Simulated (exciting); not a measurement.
# Hf (Fm-3m) in exciting: density of states with LDA-VWN

Aim: the density of states of Hf with LDA-VWN.

Everything below comes from runs of exciting (release sodium). Logs are shortened: lines on timing, memory, paths and dates and some standing lists are left out, and cuts for length are marked.

**1. The crystal as given**

It takes space group Fm-3m (No. 225, cubic). Conventional cell: a = 4.440 Å, b = 4.440 Å, c = 4.440 Å, α = 90.00°, β = 90.00°, γ = 90.00°. Hf (site symmetry m-3m) is surrounded by 12 Hf at 3.14 Å.

This isn't the form of Hf at room conditions, which is hcp.

**2. Density of states, LDA-VWN, spin-orbit coupling, no magnetisation**

The input, run_exciting.py:

```python
import subprocess
import xml.etree.ElementTree as ET
from ase.io import read
from ase.units import Bohr

atoms = read("Hf.xyz")
rmt = {'Hf': 2.3}  # bohr
tasks = """
<groundstate do="fromscratch" ngridk="10 10 10" rgkmax="8" gmaxvr="14" lmaxapw="10" lmaxmat="10" lmaxvr="8" stype="Gaussian" swidth="0.00183747" nempty="40" ValenceRelativity="iora*" epsengy="1e-05" epspot="1e-05" maxscl="60" outputlevel="high">
  <libxc exchange="XC_LDA_X" correlation="XC_LDA_C_VWN"/>
  <spin spinorb="true"/>
</groundstate>
<properties>
  <dos nwdos="400" winddos="-0.3 0.3" inttype="tetra" ngrdos="100" nsmdos="1" lmirep="true"/>
  <chargedensityplot>
    <plot3d>
      <box grid="16 16 16">
        <origin coord="0 0 0"/>
        <point coord="1 0 0"/>
        <point coord="0 1 0"/>
        <point coord="0 0 1"/>
      </box>
    </plot3d>
  </chargedensityplot>
  <elfplot>
    <plot3d>
      <box grid="16 16 16">
        <origin coord="0 0 0"/>
        <point coord="1 0 0"/>
        <point coord="0 1 0"/>
        <point coord="0 0 1"/>
      </box>
    </plot3d>
  </elfplot>
  <exccplot>
    <plot3d>
      <box grid="16 16 16">
        <origin coord="0 0 0"/>
        <point coord="1 0 0"/>
        <point coord="0 1 0"/>
        <point coord="0 0 1"/>
      </box>
    </plot3d>
  </exccplot>
</properties>
"""

root = ET.Element("input")
ET.SubElement(root, "title").text = "Hf"
structure = ET.SubElement(root, "structure", speciespath="./", tshift="false")
crystal = ET.SubElement(structure, "crystal", scale="1.0")
for vector in atoms.cell / Bohr:
    ET.SubElement(crystal, "basevect").text = " ".join(f"{x:.12f}" for x in vector)
symbols = atoms.get_chemical_symbols()
for element in dict.fromkeys(symbols):
    species = ET.SubElement(structure, "species", speciesfile=element + ".xml", rmt=str(rmt[element]))
    for symbol, position in zip(symbols, atoms.get_scaled_positions(wrap=False)):
        if symbol == element:
            ET.SubElement(species, "atom", coord=" ".join(f"{x:.12f}" for x in position))
root.extend(ET.fromstring("<tasks>" + tasks + "</tasks>"))
ET.indent(root)
ET.ElementTree(root).write("input.xml")
subprocess.run(["exciting_smp"], check=True)
```

The input, Hf.xyz:

```xyz
1
Lattice="0.0000000000 2.2200000000 2.2200000000 2.2200000000 0.0000000000 2.2200000000 2.2200000000 2.2200000000 0.0000000000" Properties=species:S:1:pos:R:3 pbc="T T T"
Hf     0.0000000000      0.0000000000      0.0000000000
```

Potentials or basis: all-electron LAPW+lo, shipped species files, valence relativity iora*.

Command:

```sh
> OMP_NUM_THREADS=1 python run_exciting.py
```

What it wrote:

```text
================================================================================
EXCITING SODIUM started
[... 10 lines left out ...]

 Lattice vectors (cartesian) :
      0.0000000000      4.1951919994      4.1951919994
      4.1951919994      0.0000000000      4.1951919994
      4.1951919994      4.1951919994      0.0000000000

 Reciprocal lattice vectors (cartesian) :
     -0.7488555122      0.7488555122      0.7488555122
      0.7488555122     -0.7488555122      0.7488555122
      0.7488555122      0.7488555122     -0.7488555122

 Unit cell volume                           :     147.6677035349
 Brillouin zone volume                      :       1.6797864902

 Species :    1 (Hf)
     parameters loaded from                 :    Hf.xml
     name                                   :    hafnium
     nuclear charge                         :     -72.00000000
     electronic charge                      :      72.00000000
     atomic mass                            :  325367.36570000
     muffin-tin radius                      :       2.30000000
     # of radial points in muffin-tin       :     450

     atomic positions (lattice) :
       1 :   0.00000000  0.00000000  0.00000000

 Total number of atoms per unit cell        :       1

 Spin treatment                             :    spin-polarised
 Spin-orbit coupling is included
 Global magnetic field (cartesian) :        0.00000000   0.00000000   0.00000000
 non-collinear magnetisation

 Number of Bravais lattice symmetries       :      48
 Number of crystal symmetries               :      48

 k-point grid                               :      10   10   10
 Total number of k-points                   :      47
 k-point set is reduced with crystal symmetries

 R^MT_min * |G+k|_max (rgkmax)              :       8.00000000
 Species with R^MT_min                      :       1 (Hf)
 Maximum |G+k| for APW functions            :       3.47826087
 Maximum |G| for potential and density      :      14.00000000
 Polynomial order for pseudochg. density    :       9

 G-vector grid sizes                        :      27    27    27
 Total number of G-vectors                  :    6855

 Maximum angular momentum used for
     APW functions                          :      10
     computing H and O matrix elements      :      10
     potential and density                  :       8
     inner part of muffin-tin               :       2

 Total nuclear charge                       :     -72.00000000
 Total electronic charge                    :      72.00000000
 Total core charge                          :      46.00000000
 Total valence charge                       :      26.00000000

 Effective Wigner radius, r_s               :       0.78817285

 Number of empty states                     :      40
 Total number of valence states             :     108

 Maximum Hamiltonian size                   :     140
 Maximum number of plane-waves              :     113
 Total number of local-orbitals             :      27

 Exchange-correlation type                  :     100
     libxc; exchange: Slater exchange; correlation: Vosko, Wilk & Nusair (VWN5) (see libxc for references)

 Smearing scheme                            :    Gaussian
 Smearing width                             :       0.00183747

 Using multisecant Broyden potential mixing
[... 6 lines left out ...]
* Groundstate module started                                                   *
********************************************************************************
 Output level for this task is set to high

++++++++++++++++++++++++++++++++++++++++++++++++++++++++++++++++++++++++++++++++
[... 5 lines left out ...]
+ SCF iteration number :    1                                                  +
++++++++++++++++++++++++++++++++++++++++++++++++++++++++++++++++++++++++++++++++
 Total energy                               :    -15076.29995813
 _______________________________________________________________
 Fermi energy                               :         0.39176626
 Kinetic energy                             :     16882.01649160
 Coulomb energy                             :    -31657.69194600
 Exchange energy                            :      -293.18125650
 Correlation energy                         :        -7.44324723
 No external B-field energy in total energy
 Sum of eigenvalues                         :     -9218.04852749
 Effective potential energy                 :    -26100.06501909
 Coulomb potential energy                   :    -25701.05753154
 xc potential energy                        :      -399.00748755
 xc effective B-field energy                :        -0.00000000
 External B-field energy                    :         0.00000000
 Hartree energy                             :      4760.09685288
 Electron-nuclear energy                    :    -35221.25123730
 Nuclear-nuclear energy                     :     -1196.53756158
 Madelung energy                            :    -18807.16318023
 Core-electron kinetic energy               :         0.00000000

 DOS at Fermi energy (states/Ha/cell)       :        31.79930173

 Electron charges :
     core                                   :        46.00000000
     core leakage                           :         0.00001637
     valence                                :        26.00000000
     interstitial                           :         2.89136492
     charge in muffin-tin spheres :
                  atom     1    Hf          :        69.10863508
     total charge in muffin-tins            :        69.10863508
     total charge                           :        72.00000000

 Moments :
     interstitial                 :    -0.00000000     0.00000000     0.00000000
     moment in muffin-tin spheres :
         atom     1    Hf         :    -0.00000000     0.00000000     0.00000000
     total moment in muffin-tins  :    -0.00000000     0.00000000     0.00000000
     total moment                 :    -0.00000000     0.00000000     0.00000000

++++++++++++++++++++++++++++++++++++++++++++++++++++++++++++++++++++++++++++++++
+ SCF iteration number :    2                                                  +
++++++++++++++++++++++++++++++++++++++++++++++++++++++++++++++++++++++++++++++++
 Total energy                               :    -15085.35902334
 _______________________________________________________________
 Fermi energy                               :         0.38665880
 Kinetic energy                             :     16876.97004744
 Coulomb energy                             :    -31661.52699802
 Exchange energy                            :      -293.35550237
 Correlation energy                         :        -7.44657038
 No external B-field energy in total energy
 Sum of eigenvalues                         :     -9221.06344066
 Effective potential energy                 :    -26098.03348810
 Coulomb potential energy                   :    -25698.79023364
[... 451 lines left out ...]
 Fermi energy                               :         0.37720931
 Kinetic energy                             :     16874.04004500
 Coulomb energy                             :    -31662.05698350
 Exchange energy                            :      -293.39839045
 Correlation energy                         :        -7.44801800
 No external B-field energy in total energy
 Sum of eigenvalues                         :     -9222.88261158
 Effective potential energy                 :    -26096.92265658
 Coulomb potential energy                   :    -25697.62070484
 xc potential energy                        :      -399.30195174
 xc effective B-field energy                :        -0.00000000
 External B-field energy                    :         0.00000000
 Hartree energy                             :      4767.89871708
 Electron-nuclear energy                    :    -35233.41813901
 Nuclear-nuclear energy                     :     -1196.53756158
 Madelung energy                            :    -18813.24663108
 Core-electron kinetic energy               :         0.00000000

 DOS at Fermi energy (states/Ha/cell)       :        25.54739010

 Electron charges :
     core                                   :        46.00000000
     core leakage                           :         0.00001578
     valence                                :        26.00000000
     interstitial                           :         2.80910454
     charge in muffin-tin spheres :
                  atom     1    Hf          :        69.19089546
     total charge in muffin-tins            :        69.19089546
     total charge                           :        72.00000000

 Moments :
     interstitial                 :    -0.00000000    -0.00000000    -0.00000000
     moment in muffin-tin spheres :
         atom     1    Hf         :     0.00000000     0.00000000     0.00000000
     total moment in muffin-tins  :     0.00000000     0.00000000     0.00000000
     total moment                 :    -0.00000000    -0.00000000     0.00000000

 RMS change in effective potential (target) :  0.891306E-09  ( 0.100000E-04)
 Absolute change in total energy   (target) :  0.186684E-05  ( 0.100000E-04)
 Charge distance                   (target) :  0.123859E-08  ( 0.100000E-04)

++++++++++++++++++++++++++++++++++++++++++++++++++++++++++++++++++++++++++++++++
| Convergency criteria checked for the last 2 iterations                       +
| Convergence targets achieved. Performing final SCF iteration                 +
++++++++++++++++++++++++++++++++++++++++++++++++++++++++++++++++++++++++++++++++
 Total energy                               :    -15088.86334820
 _______________________________________________________________
 Fermi energy                               :         0.37720931
 Kinetic energy                             :     16874.04004443
 Coulomb energy                             :    -31662.05698415
 Exchange energy                            :      -293.39839049
 Correlation energy                         :        -7.44801800
 No external B-field energy in total energy
 Sum of eigenvalues                         :     -9222.88261160
 Effective potential energy                 :    -26096.92265603
 Coulomb potential energy                   :    -25697.62070425
 xc potential energy                        :      -399.30195178
 xc effective B-field energy                :        -0.00000000
 External B-field energy                    :         0.00000000
 Hartree energy                             :      4767.89871832
 Electron-nuclear energy                    :    -35233.41814089
 Nuclear-nuclear energy                     :     -1196.53756158
 Madelung energy                            :    -18813.24663202
 Core-electron kinetic energy               :         0.00000000

 DOS at Fermi energy (states/Ha/cell)       :        25.54737327

 Electron charges :
     core                                   :        46.00000000
     core leakage                           :         0.00001578
     valence                                :        26.00000000
     interstitial                           :         2.80910452
     charge in muffin-tin spheres :
                  atom     1    Hf          :        69.19089548
     total charge in muffin-tins            :        69.19089548
     total charge                           :        72.00000000

 Moments :
     interstitial                 :     0.00000000    -0.00000000     0.00000000
     moment in muffin-tin spheres :
         atom     1    Hf         :     0.00000000    -0.00000000    -0.00000000
     total moment in muffin-tins  :     0.00000000    -0.00000000    -0.00000000
     total moment                 :     0.00000000    -0.00000000     0.00000000

++++++++++++++++++++++++++++++++++++++++++++++++++++++++++++++++++++++++++++++++
[... 9 lines left out ...]
| EXCITING SODIUM stopped                                                      =
================================================================================
```

Run time: 3.5 min. Hardware: 1 thread of Arm Neoverse V1, shared host; peak memory 0.12 GiB.

Results:

- Band gap on the k mesh: none (metal or under the smearing width)
- All electrons inside the program's atomic spheres: Hf 69.19 (radii Hf 2.3 bohr)

States per cell in windows of 1 eV (zero at the Fermi level; states under -8 eV left out):
| from (eV) | total | Hf1 d | Hf1 p | Hf1 s |
| --- | --- | --- | --- | --- |
| -8.0 | 0.01 | 0.00 | 0.00 | 0.00 |
| -7.0 | 0.07 | 0.00 | 0.00 | 0.01 |
| -6.0 | 0.14 | 0.00 | 0.00 | 0.03 |
| -5.0 | 0.23 | 0.01 | 0.01 | 0.04 |
| -4.0 | 0.60 | 0.11 | 0.02 | 0.07 |
| -3.0 | 0.76 | 0.21 | 0.02 | 0.05 |
| -2.0 | 1.02 | 0.39 | 0.03 | 0.01 |
| -1.0 | 1.18 | 0.46 | 0.06 | 0.00 |
| 0.0 | 1.43 | 0.59 | 0.07 | 0.01 |
| 1.0 | 0.98 | 0.53 | 0.02 | 0.00 |
| 2.0 | 0.98 | 0.56 | 0.02 | 0.00 |
| 3.0 | 0.87 | 0.53 | 0.01 | 0.01 |
| 4.0 | 0.73 | 0.49 | 0.01 | 0.00 |
| 5.0 | 1.06 | 0.77 | 0.01 | 0.01 |
| 6.0 | 1.00 | 0.74 | 0.01 | 0.01 |
| 7.0 | 0.80 | 0.42 | 0.03 | 0.06 |

Caveat: total energies with spin-orbit coupling aren't reliable in this program, so none is listed and the log's shouldn't be used; the tetrahedron DOS on this energy grid can lose part of the weight of narrow d or f bands.

**3. For comparison**

An earlier run on the cell as given: functional PBEsol; potentials or basis all-electron LAPW+lo, shipped species files, valence relativity iora*; rgkmax 9; k mesh 10 × 10 × 10; occupations fermi-dirac, width 0.05 eV; no spin polarisation.

- Band gap on the k mesh: none (metal or under the smearing width)
- All electrons inside the program's atomic spheres: Hf 69.18 (radii Hf 2.3 bohr)
